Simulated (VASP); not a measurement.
## TiSi2 under changes of volume

One of the cells (14.431 Å³/atom); the others are scaled copies at fixed shape and fractional positions:

```
Ti Si
1.0
     4.40361    0.00000    0.00000
    -2.20181    3.81364    0.00000
     0.00000    0.00000    2.57797
Ti Si
1 2
Cartesian
  0.0000 0.0000 0.0000
  0.0000 2.5424 1.2890
  2.2018 1.2712 1.2890
```

The cell was built by a generator and needn't be a form met in nature.

```yaml
Program: VASP 6.6.1
Functional: PBE
Potentials_or_basis: VASP PAW PBE potentials, release 64 (Ti_sv, Si)
Cutoff: 520 eV
k_mesh: 7 × 7 × 10
Occupations: fermi-dirac, width 0.05 eV
Spin: no spin polarisation
```

```tsv
volume (Å³/atom)	energy over the lowest point (meV/atom)	pressure (GPa)
13.299	20.49	9.2
13.582	7.29	5.7
13.865	0.00	2.6
14.431	0.92	-2.7
14.714	?	?
14.997	18.62	-6.8
```

What does the run at 14.714 Å³/atom give?

Energy over the lowest point 7.96 meV/atom; pressure -4.9 GPa.

Worked out: A Birch-Murnaghan fit of order 3 (a polynomial in V^(-2/3)) to the other rows has its minimum at 14.12 Å³/atom with B0 = V·E''(V) = 135 GPa and B' = 4.9 at fixed shape and positions, which overstates the stiffness. It gives 7.91 meV/atom at 14.714 Å³/atom, against the run's 7.96, and -dE/dV = -5.1 GPa, against -4.9.

Energies are extrapolated to zero smearing.
